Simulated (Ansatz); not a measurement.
# SnTe: a single-point run

The task is a single-point run on SnTe. The structure is shown as the input types it. The cell is built on a prototype (CsCl type) and needn't be the phase found in nature.

Method: density functional or hybrid calculation with the settings of its input, plane waves (as first typed), in Ansatz 0.2.0.

6 further runs of the same task are left out: 1 for a known fault of the program, 5 that didn't finish.

**1. The starting structure**

The structure is cubic, space group Pm-3m (No. 221). The conventional cell has a = 3.892 Å, b = 3.892 Å, c = 3.892 Å, α = 90.00°, β = 90.00°, γ = 90.00°. Sn (site symmetry m-3m) has 8 Te at 3.37 Å as nearest neighbours. Te (site symmetry m-3m) is surrounded by 8 Sn at 3.37 Å.

The input asks for a charge of +0.1 e on the cell.

Structure file:

```cif
data_structure
_symmetry_space_group_name_H-M 'P 1'
_symmetry_Int_Tables_number 1
_cell_length_a 3.8918
_cell_length_b 3.8918
_cell_length_c 3.8918
_cell_angle_alpha 90.000
_cell_angle_beta 90.000
_cell_angle_gamma 90.000
_cell_volume 58.95
loop_
_atom_site_label
_atom_site_type_symbol
_atom_site_fract_x
_atom_site_fract_y
_atom_site_fract_z
_atom_site_occupancy
Sn1 Sn 0.00000 0.00000 0.00000 1
Te1 Te 0.50000 0.50000 0.50000 1
```

**2. The calculation**

Input file input.yaml:

```yaml
crystal:
  lattice:
    - [3.8918236295, 0.0, 0.0]
    - [0.0, 3.8918236295, 0.0]
    - [0.0, 0.0, 3.8918236295]
  atoms:
    - { symbol: Sn, position: [0.0, 0.0, 0.0] }
    - { symbol: Te, position: [0.5, 0.5, 0.5] }
kpoints:
  mp_grid: { grid: [4, 4, 4] }
hamiltonian:
  xc: hse06
scf:
  occupations: { method: fermi_dirac, width: 0.02 }
  n_extra_bands: 4
  max_iter: 68
output:
  forces: true
  stress: true
  eigenvalues: true
total_charge: 0.1
```

On the command line:

```
$ ansatz run input.yaml --threads 4 --pin off --max-ram 3686MiB --backend cpu --events-out ev --progress --plain --runs-dir out
```

What happens when this is run?

The program finished normally, with warnings (filled band counts differ across k points, stress exchange threshold loose, stress scf threshold loose). Its log warns: «output.stress: scf.convergence.dr2_threshold = 1e-7 eV (the SCF's general default) is looser than the 2e-10 eV advised for a printed stress (1e-10 eV for each atom of the ...»

Look at the input: total_charge is 0.1. The typed charge changes the electron count, so this is no longer the system that was meant.

The test: delete total_charge (the default then holds).
